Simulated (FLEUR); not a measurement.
# PbSe (Clausthalite) (Fm-3m) in FLEUR: further runs, part 2 of 2

FLEUR MaX-R8.1 (later development tree). Earlier steps stand in the parts before.

### 3 Equation of state, PBE, 27.52 Å³/atom (volume scaled by 0.96)

The input, inp.xml:

```xml
<?xml version="1.0" encoding="UTF-8" standalone="no"?>
<fleurInput fleurInputVersion="0.39">
   <comment>
      PbSe                                                                                                
   </comment>
   <calculationSetup>
      <cutoffs Kmax="4.1" Gmax="12.7" GmaxXC="12.7" numbands="0"/>
      <scfLoop itmax="60" minDistance="0.00001" maxIterBroyd="15" imix="Anderson" alpha="0.05" precondParam="0.0" spinf="2.0" sdNocoIR="T"/>
      <coreElectrons ctail="T" frcor="F" kcrel="0" coretail_lmax="0"/>
      <xcFunctional name="pbe" relativisticCorrections="F"/>
      <magnetism jspins="1"/>
      <soc l_soc="F" theta="0.0" phi="0.0" spav="F"/>
      <expertModes spex="0" secvar="F"/>
      <geometryOptimization l_f="F" forcealpha="1.0" forcemix="BFGS" epsdisp="0.0005" epsforce="0.0002"/>
      <ldaU l_linMix="F" mixParam="0.05" spinf="1.0"/>
   </calculationSetup>
   <cell>
      <bzIntegration valenceElectrons="36.0" mode="hist" fermiSmearingEnergy="0.00183747">
         <kPointListSelection listName="default-1"/>
         <!-- k-points included here -->
         <xi:include xmlns:xi="http://www.w3.org/2001/XInclude" href="kpts.xml"> </xi:include>
      </bzIntegration>
      <!-- symmetry operations included here -->
      <xi:include xmlns:xi="http://www.w3.org/2001/XInclude" href="sym.xml"> </xi:include>
      <bulkLattice scale="0.9864848297">
         <bravaisMatrix>
            <row-1>    0.0000000000000000     5.7837902632569893     5.7837902632569893</row-1>
            <row-2>    5.7837902632569893     0.0000000000000000     5.7837902632569893</row-2>
            <row-3>    5.7837902632569893     5.7837902632569893     0.0000000000000000</row-3>
         </bravaisMatrix>
      </bulkLattice>
   </cell>
   <atomSpecies>
      <species name="Lead (Pb)" element="Pb" atomicNumber="82">
         <mtSphere radius="2.66" gridPoints="879" logIncrement="0.015"/>
         <atomicCutoffs lmax="11" lnonsphr="8"/>
         <electronConfig flipSpins="F">
            <coreConfig>(1s1/2) (2s1/2) (2p1/2) (2p3/2) (3s1/2) (3p1/2) (3p3/2) (4s1/2) (3d3/2) (3d5/2) (4p1/2) (4p3/2) (4d3/2) (4d5/2) (4f5/2) (4f7/2) (5s1/2)</coreConfig>
            <valenceConfig>(5p1/2) (5p3/2) (6s1/2) (5d3/2) (5d5/2) (6p1/2) (6p3/2)</valenceConfig>
            <stateOccupation state="(6p1/2)" spinUp="0.333333" spinDown="0.333333"/>
            <stateOccupation state="(6p3/2)" spinUp="0.666667" spinDown="0.666667"/>
         </electronConfig>
         <energyParameters s="6" p="6" d="5" f="5"/>
         <lo type="SCLO" l="1" n="5" eDeriv="0"/>
         <lo type="SCLO" l="1" n="5" eDeriv="1"/>
         <lo type="SCLO" l="0" n="6" eDeriv="2"/>
         <lo type="SCLO" l="2" n="5" eDeriv="2"/>
         <lo type="SCLO" l="3" n="5" eDeriv="2"/>
      </species>
      <species name="Selenium (Se)" element="Se" atomicNumber="34">
         <mtSphere radius="2.39" gridPoints="813" logIncrement="0.015"/>
         <atomicCutoffs lmax="10" lnonsphr="8"/>
         <electronConfig flipSpins="F">
            <coreConfig>(1s1/2) (2s1/2) (2p1/2) (2p3/2) (3s1/2) (3p1/2) (3p3/2)</coreConfig>
            <valenceConfig>(3d3/2) (3d5/2) (4s1/2) (4p1/2) (4p3/2)</valenceConfig>
            <stateOccupation state="(4p1/2)" spinUp="0.666667" spinDown="0.666667"/>
            <stateOccupation state="(4p3/2)" spinUp="1.333333" spinDown="1.333333"/>
         </electronConfig>
         <energyParameters s="4" p="4" d="4" f="4"/>
         <lo type="SCLO" l="2" n="3" eDeriv="0"/>
         <lo type="SCLO" l="0" n="4" eDeriv="2"/>
         <lo type="SCLO" l="1" n="4" eDeriv="2"/>
         <lo type="SCLO" l="3" n="4" eDeriv="2"/>
      </species>
   </atomSpecies>
   <atomGroups>
      <atomGroup species="Lead (Pb)">
         <relPos label="                   1">.0000000000 .0000000000 .0000000000</relPos>
         <force calculate="T" relaxXYZ="TTT"/>
      </atomGroup>
      <atomGroup species="Selenium (Se)">
         <relPos label="                   2">1.000/2.000 1.000/2.000 1.000/2.000</relPos>
         <force calculate="T" relaxXYZ="TTT"/>
      </atomGroup>
   </atomGroups>
   <output dos="F" band="F" slice="F">
      <checks vchk="F" cdinf="F"/>
      <bandDOS minEnergy="-.5*Htr" maxEnergy="0.5*Htr" sigma="0.015" storeEVData="T"/>
      <vacuumDOS vacdos="F" integ="F" star="F" nstars="0" locx1="0.0" locy1="0.0" locx2="0.0" locy2="0.0" nstm="0" tworkf="0.0"/>
      <unfoldingBand unfoldBand="F" supercellX="1" supercellY="1" supercellZ="1"/>
      <plotting iplot="0" polar="F">
         <plot TwoD="T" vec1="  1.0  0.0  0.0" vec2="  0.0  1.0  0.0" vec3="  0.0  0.0  1.0" zero="  0.0  0.0  0.0" file="plot"/>
      </plotting>
      <chargeDensitySlicing numkpt="0" minEigenval="0.0" maxEigenval="0.0" nnne="0" pallst="F"/>
      <specialOutput eonly="F"/>
      <moessbauerParams electricFieldGradient="T" isomerShift="T" coreHyperfine="T" valenceHyperfine="T"/>
      <magneticCircularDichroism mcd="F" energyLo="-10.0" energyUp="0.0"/>
   </output>
  <!-- We include the file relax.xml here to enable relaxations (see documentation) -->
  <xi:include xmlns:xi="http://www.w3.org/2001/XInclude" href="relax.xml"> <xi:fallback/> </xi:include>
</fleurInput>
```

Potentials or basis: all-electron, FLAPW.

Command:

```sh
> inpgen -f crystal.txt -profile fastHighL
> # inp.xml edited to the form shown
> fleur_MPI
```

Run time: 47 s. Hardware: 1 thread of Arm Neoverse V1, shared host; peak memory 0.07 GiB.

The run converged. Its results:

```yaml
Free_energy: -635618.5951 eV
Band_gap_on_the_k_mesh: 0.15 eV, direct
Valence_electrons_inside_the_program's_atomic_spheres: Pb 17.95; Se 14.46 (radii Pb 2.66, Se 2.39 bohr)
```

Caveat: spin-orbit coupling is left out, which as a rule narrows the gap of such compounds by several tenths of an eV.

### 4 Equation of state, PBE, 28.10 Å³/atom (volume scaled by 0.98)

Edit inp.xml of step 3 so:

```diff
@@ -24,3 +24,3 @@
       <xi:include xmlns:xi="http://www.w3.org/2001/XInclude" href="sym.xml"> </xi:include>
-      <bulkLattice scale="0.9864848297">
+      <bulkLattice scale="0.9932883884">
          <bravaisMatrix>
```

Command:

```sh
> inpgen -f crystal.txt -profile fastHighL
> # inp.xml edited to the form shown
> fleur_MPI
```

It took 48 s on 1 thread of Arm Neoverse V1, shared host; peak memory 0.07 GiB.

It converged, with:

```
Free energy                                           : -635618.6259 eV
Band gap on the k mesh                                : 0.22 eV, direct
Valence electrons inside the program's atomic spheres : Pb 17.93; Se 14.45 (radii Pb 2.66, Se 2.39 bohr)
```

Caveat: spin-orbit coupling is left out, which as a rule narrows the gap of such compounds by several tenths of an eV.

### 5 Equation of state, PBE, 28.67 Å³/atom

Edit inp.xml of step 4 so:

```diff
@@ -24,3 +24,3 @@
       <xi:include xmlns:xi="http://www.w3.org/2001/XInclude" href="sym.xml"> </xi:include>
-      <bulkLattice scale="0.9932883884">
+      <bulkLattice scale="1.0000000000">
          <bravaisMatrix>
```

Command:

```sh
> inpgen -f crystal.txt -profile fastHighL
> # inp.xml edited to the form shown
> fleur_MPI
```

Wall time 49 s (1 thread of Arm Neoverse V1, shared host); peak memory 0.08 GiB.

It converged, with:

- Free energy: -635618.6475 eV
- Band gap on the k mesh: 0.29 eV, direct
- Valence electrons inside the program's atomic spheres: Pb 17.92; Se 14.44 (radii Pb 2.66, Se 2.39 bohr)

Caveat: spin-orbit coupling is left out, which as a rule narrows the gap of such compounds by several tenths of an eV.

### 6 Equation of state, PBE, 29.24 Å³/atom (volume scaled by 1.02)

Edit inp.xml of step 5 so:

```diff
@@ -24,3 +24,3 @@
       <xi:include xmlns:xi="http://www.w3.org/2001/XInclude" href="sym.xml"> </xi:include>
-      <bulkLattice scale="1.0000000000">
+      <bulkLattice scale="1.0066227096">
          <bravaisMatrix>
```

Potentials or basis: all-electron, FLAPW.

Command:

```sh
> inpgen -f crystal.txt -profile fastHighL
> # inp.xml edited to the form shown
> fleur_MPI
```

Wall time 50 s (1 thread of Arm Neoverse V1, shared host); peak memory 0.07 GiB.

Results (log left out):

* Free energy: -635618.6611 eV
* Band gap on the k mesh: 0.35 eV, direct
* Valence electrons inside the program's atomic spheres: Pb 17.90; Se 14.43 (radii Pb 2.66, Se 2.39 bohr)

Caveat: spin-orbit coupling is left out, which as a rule narrows the gap of such compounds by several tenths of an eV.

### 7 Equation of state, PBE, 29.82 Å³/atom (volume scaled by 1.04)

Edit inp.xml of step 6 so:

```diff
@@ -24,3 +24,3 @@
       <xi:include xmlns:xi="http://www.w3.org/2001/XInclude" href="sym.xml"> </xi:include>
-      <bulkLattice scale="1.0066227096">
+      <bulkLattice scale="1.0131594038">
          <bravaisMatrix>
```

Command:

```sh
> inpgen -f crystal.txt -profile fastHighL
> # inp.xml edited to the form shown
> fleur_MPI
```

Wall time 52 s (1 thread of Arm Neoverse V1, shared host); peak memory 0.07 GiB.

It converged, with:

```yaml
Free_energy: -635618.6672 eV
Band_gap_on_the_k_mesh: 0.41 eV, direct
Valence_electrons_inside_the_program's_atomic_spheres: Pb 17.89; Se 14.42 (radii Pb 2.66, Se 2.39 bohr)
```

Caveat: spin-orbit coupling is left out, which as a rule narrows the gap of such compounds by several tenths of an eV.

### 8 Equation of state, PBE, 30.39 Å³/atom (volume scaled by 1.06)

Edit inp.xml of step 7 so:

```diff
@@ -24,3 +24,3 @@
       <xi:include xmlns:xi="http://www.w3.org/2001/XInclude" href="sym.xml"> </xi:include>
-      <bulkLattice scale="1.0131594038">
+      <bulkLattice scale="1.0196128224">
          <bravaisMatrix>
```

Command:

```sh
> inpgen -f crystal.txt -profile fastHighL
> # inp.xml edited to the form shown
> fleur_MPI
```

It took 53 s on 1 thread of Arm Neoverse V1, shared host; peak memory 0.07 GiB.

It converged, with:

```yaml
Free_energy: -635618.6668 eV
Band_gap_on_the_k_mesh: 0.47 eV, direct
Valence_electrons_inside_the_program's_atomic_spheres: Pb 17.87; Se 14.41 (radii Pb 2.66, Se 2.39 bohr)
```

Caveat: spin-orbit coupling is left out, which as a rule narrows the gap of such compounds by several tenths of an eV.

### 9 Equation of state, PBE

Potentials or basis: all-electron, FLAPW.

No new run: the results of the series are fitted here.

Results:

```
Equilibrium volume                      : 30.06 Å³/atom
Bulk modulus                            : 47 GPa
Pressure derivative of the bulk modulus : 4.2
```

Energy against volume, from the lowest point:
```
volume (Å³/atom)  energy (meV/atom)
          26.951              56.37
          27.524              36.06
          28.097              20.67
          28.671               9.85
          29.244               3.06
          29.818               0.00
          30.391               0.23
```

Spin-orbit coupling is left out, which matters for the levels of Pb.

### 10 Comparison with measurements

Step 9. The cell as given is a measured one (28.67 Å³/atom); PBE puts the equilibrium volume +4.8 % from it, thermal expansion not counted.
